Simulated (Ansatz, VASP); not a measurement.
One calculation of KF (Carobbiite), two programs

INCAR

```
SYSTEM = KF
ALGO = Normal
EDIFF = 1E-6
ENCUT = 520
GGA = PE
ISIF = 2
ISMEAR = -1
LASPH = .TRUE.
LCHARG = .FALSE.
LREAL = .FALSE.
LWAVE = .FALSE.
NBANDS = 15
NELM = 60
PREC = Accurate
SIGMA = 0.02
```

File KPOINTS:

```
k-points
0
G
  8 8 8
  0 0 0
```

File POSCAR:

```
KF
1.0
    0.0000000000      2.6589566777      2.6589566777
    2.6778352701      0.0000000000      2.6589566777
    2.6778352701      2.6589566777      0.0000000000
K F
1 1
Direct
    0.0000000000      0.0000000000      0.0000000000
    0.5000000000      0.5000000000      0.5000000000
```

Input for Ansatz:

```yaml
crystal:
  lattice:
    - [0.0, 2.6589566777, 2.6589566777]
    - [2.6778352701, 0.0, 2.6589566777]
    - [2.6778352701, 2.6589566777, 0.0]
  atoms:
    - { symbol: K, position: [0.0, 0.0, 0.0] }
    - { symbol: F, position: [0.5, 0.5, 0.5] }
kpoints:
  mp_grid: { grid: [8, 8, 8] }
  band_path:
    path:
      - [0.0, 0.0, 0.0]
      - [0.5, 0.0, 0.5]
      - [0.625, 0.25, 0.625]
      - [0.375, 0.375, 0.75]
      - [0.5, 0.5, 0.5]
      - [0.5, 0.25, 0.75]
    npoints: 1
hamiltonian:
  xc: pbe
scf:
  occupations: { method: fermi_dirac, width: 0.02 }
  n_extra_bands: 4
output:
  forces: true
  stress: true
  eigenvalues: true
```

Change from the starting cell: uniaxial_x strain +0.7%.

Alike in both runs: task single point; functional PBE; k mesh 8 × 8 × 8; occupations fermi-dirac, width 0.02 eV; no spin polarisation.

```csv
,VASP,Ansatz
version,VASP 6.6.1,Ansatz 0.2.0
potentials or method,"VASP PAW PBE potentials, release 64 (K_sv, F)","plane waves, PAW"
plane-wave cutoff (eV),520,420
valence electrons in the cell,16,16
```

```csv
,VASP,Ansatz,Ansatz less VASP
gap on the k mesh at the Fermi level (eV),6.20,6.22,+0.016
pressure (GPa),1.7,1.7,-0.05
largest component of the traceless stress (GPa),0.29,0.28,-0.011
```

The functional is the same, so the differences come from potentials, cutoffs and numerics.

A k mesh can miss the band edges.
